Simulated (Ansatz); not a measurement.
**CoO: pressure coefficient of the gap from its deformation potential**

Level of theory: DFT PBE+U, scalar-relativistic, plane waves, PAW (Ansatz 0.2.0). Cutoff 420 eV, mesh 12×12×6 in the first runs.

The relaxed cell is P6_3mc with a = 3.285 Å, c = 5.295 Å. An equation of state gives B0 = 127.9 GPa at V0 = 12.377 Å³/atom, and gaps on the k mesh of 1.124 eV at 12.003 Å³/atom, 1.120 eV at 12.375 Å³/atom, 1.113 eV at 12.746 Å³/atom.

Problem. Predict dE_g/dP at zero pressure, and compare with cells relaxed under pressure.

Solution. A parabola in ln V through the three points has the slope a = dE_g/d ln V = -0.18 eV at V0. Since dP = −B d ln V, dE_g/dP = −a/B = 1.4 meV/GPa. Separate runs under pressure gave gaps (over the zone) of 1.118 eV at -1.01 GPa, 1.120 eV at 0.02 GPa, 1.120 eV at 1.01 GPa, a slope of 1.2 meV/GPa at zero. The two routes agree within 0.2 meV/GPa. Pressure hardly moves this gap. Pressure coefficients of semilocal functionals are as a rule better than their gaps.

The state reached may not be the lowest one.

This wurtzite form isn't the usual stable structure of the compound.